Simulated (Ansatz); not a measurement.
InSb at several levels of theory

Method: DFT PBE, scalar-relativistic, plane waves in Ansatz 0.2.0. The atoms stay where they are, in a cell that isn't relaxed at these levels; pressure is positive in compression. Spin–orbit coupling is left out, which matters for the gaps of heavy elements.

```
In Sb
1.0
     5.92042    0.00000    0.00000
     0.00000    5.93800    0.00000
     0.00000    0.00000    3.22250
In Sb
2 2
Direct
  0.00000 0.00000 0.00881
  0.50000 0.50000 0.99120
  0.00000 0.50000 0.27700
  0.50000 0.00000 0.72300
```

```
Γ-centred k-mesh : 8×8×14
occupation rule  : Gaussian smearing, 0.1 eV
spin treatment   : unpolarised
```

```json
{"set of potentials": "PAW (default set)", "cutoff (eV)": "420", "gap on mesh (eV)": "metal", "P (GPa)": "0.0", "largest force (eV/Å)": "0.060"}
{"set of potentials": "PAW (harder set)", "cutoff (eV)": "710", "gap on mesh (eV)": "metal", "P (GPa)": "0.1", "largest force (eV/Å)": "0.059"}
{"set of potentials": "norm-conserving potentials", "cutoff (eV)": "1088", "gap on mesh (eV)": "metal", "P (GPa)": "0.1", "largest force (eV/Å)": "0.057"}
```

This form isn't the usual stable structure of the compound.